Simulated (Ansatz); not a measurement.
Zone-centre phonons of C: input and output

Theory: DFT PBEsol, scalar-relativistic, plane waves, PAW (Ansatz 0.2.0).

Launched with:
```bash
ansatz run input.yaml --threads 1 --pin off --max-ram 4096MiB --backend cpu --events-out ev --progress --plain --runs-dir out
```

Input (bare energies are in eV):
```yaml
crystal:
  lattice:
    - [1.2294456671, 0.7098207869, 3.6140286025]
    - [-1.2294456671, 0.7098207869, 3.6140286025]
    - [0.0, -1.4196415737, 3.6140286026]
  atoms:
    - { symbol: C, position: [0.8333592492, 0.8333592492, 0.8333592492] }
    - { symbol: C, position: [0.1666407508, 0.1666407508, 0.1666407508] }
basis:
  ecutwfc: 420
kpoints:
  mp_grid: { grid: [18, 18, 18] }
hamiltonian:
  xc: pbesol
scf:
  occupations: { method: fixed }
output:
  eigenvalues: true
phonons:
  method: dfpt
  dielectric: true
  rigid_motions: translations
  raman: true
  eigenvectors: true
```

The end of the output:
```
--- Phonons (Γ-DFPT): 2 representative perturbations + reference, on 1550 of 5832 k-points (Σ response iterations 6) ---
  k mesh reduced under 2 symmetry operations, with k and −k counted as one. Each operation leaves every solved perturbation unchanged. A smaller set is not considered because the run solves the response ...
  ASR residual: 2.918e-4 → 0.000e0 eV/Å²; symmetrization residual: 6.434e-7 eV/Å²
  ASR residual per site (eV/Å²): 2.92e-4 2.92e-4
  Γ frequencies (cm⁻¹): 0.00 0.00 0.00 872.07 1577.55 1577.55
  ε∞ (high-frequency dielectric tensor):
       74.446257     0.000000    -0.000000
        0.000000    74.446257    -0.000000
        0.000000    -0.000000     3.764238
  ε⁰ (static dielectric tensor: ions relaxed, cell fixed):
       74.446257     0.000000    -0.000000
        0.000000    74.446257    -0.000000
        0.000000    -0.000000     3.764238
  ε⁰ − ε∞ (ionic part):
        0.000000     0.000000     0.000000
        0.000000     0.000000     0.000000
        0.000000     0.000000     0.000000
  softest optical mode at Γ: 872.07 cm⁻¹; the repairs (sum rule, projections) moved no ω² at Γ by more than (2.59 cm⁻¹)²
  Born effective charges Z* (e; rows j = field, columns β = displacement):
    site 0:
         0.00000    0.00000   -0.00000
         0.00000    0.00000   -0.00000
         0.00000   -0.00000    0.00000
    site 1:
         0.00000    0.00000    0.00000
         0.00000    0.00000    0.00000
         0.00000    0.00000    0.00000
  Z* charge neutrality: 3.646e-3 e pre-enforcement
  solved inside a basis spanned on kpoints, on 28×28×28 k-points, which do not settle them: ε∞ is read to err by 6.1e3, Z* by 6.7e-3 e (field_mesh: kpoints solves on kpoints)
  Raman tensors (in the event stream and the table raman_tensors.tsv): an entry may err by 1.4e4 Å², one of the second-order susceptibility by 3.1e-16 pm/V (basis, points and sum rule); their sum over the sites missed zero by 1.819e-12 Å² ...
  optical modes at Γ without the LO–TO term, one row a degenerate level:
      ω (cm⁻¹) modes IR ((D/Å)²/amu) static Raman (Å⁴/amu) depolarisation
        872.07      1             0.0000           2132746.6078           0.113
       1577.55      2             0.0000         135610356.7863           0.750
  optical modes at Γ + LO–TO along q̂ = [1.0000, 0.0000, 0.0000]:
      ω (cm⁻¹) modes IR ((D/Å)²/amu) static Raman (Å⁴/amu) depolarisation
        872.07      1             0.0000           2132746.6078           0.113
       1577.55      2             0.0000         135610356.7863           0.750
  optical modes at Γ + LO–TO along q̂ = [0.0000, 1.0000, 0.0000]:
      ω (cm⁻¹) modes IR ((D/Å)²/amu) static Raman (Å⁴/amu) depolarisation
        872.07      1             0.0000           2132746.6078           0.113
       1577.55      2             0.0000         135610356.7863           0.750
  optical modes at Γ + LO–TO along q̂ = [0.0000, 0.0000, 1.0000]:
      ω (cm⁻¹) modes IR ((D/Å)²/amu) static Raman (Å⁴/amu) depolarisation
        872.07      1             0.0000           2132746.6078           0.113
       1577.55      2             0.0000         135610356.7863           0.750
```

The run took 15 min on 1 thread of Arm Neoverse V1 (shared host), peak memory 2.9 GiB.

The crystal is built of layers and no dispersion correction was added, so the binding between them is poorly described, and with it their spacing and whatever depends on it. The run warned that the response to a field isn't converged on this k mesh, and the frequencies, which stand on the same mesh, can be rough too.